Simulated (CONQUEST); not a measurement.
AlN:

```
Al N
1.0
     3.08863    0.00000    0.00000
     0.00000    3.08863    0.00000
     0.00000    0.00000    4.36799
Al N
2 2
Direct
  0.00000 0.00000 0.00000
  0.50000 0.50000 0.50000
  0.00000 0.50000 0.75000
  0.50000 0.00000 0.25000
```

Measurements of this composition are mostly on another form, of space group No. 186.

- Program: CONQUEST 1.3
- Task: single point
- Functional: PBE
- Potentials or basis: PseudoDojo NC PBE, DZP, grid cutoff 150 Ha
- k mesh: 9 × 9 × 6
- Occupations: fermi-dirac, width 0.05 eV
- Spin: no spin polarisation

On this cell: pressure 7.1 GPa; largest force zero by symmetry; band gap on the k mesh 3.26 eV.

The same run follows on a disturbed copy (atoms moved at random, drawn with an rms of 0.05 Å):

```
Al N
1.0
     3.08863    0.00000    0.00000
     0.00000    3.08863    0.00000
     0.00000    0.00000    4.36799
Al N
2 2
Direct
  0.00846 0.00316 0.99719
  0.50846 0.50316 0.49719
  0.49390 0.99580 0.25200
  0.99390 0.49580 0.75200
```

Task: What changes?

Result: The energy moves by +10.6 meV/atom; pressure 7.5 GPa; largest force 0.776 eV/Å; band gap on the k mesh 3.11 eV.

Forces on the atoms (eV/Å):
```
Al  -0.623 -0.371  0.275
Al  -0.623 -0.371  0.275
N    0.605  0.351 -0.275
N    0.605  0.351 -0.275
```

The forces don't sum to zero, so they hold noise of the program's grid.

Caveats: the box holds several primitive cells, so bands are folded and the points are those of the box's own zone; an odd mesh through Γ misses points on the zone boundary, where band edges often lie; the basis of atomic orbitals isn't converged, which shifts pressures, moduli and gaps; the real-space grid breaks the cell's symmetry a little (some runs).
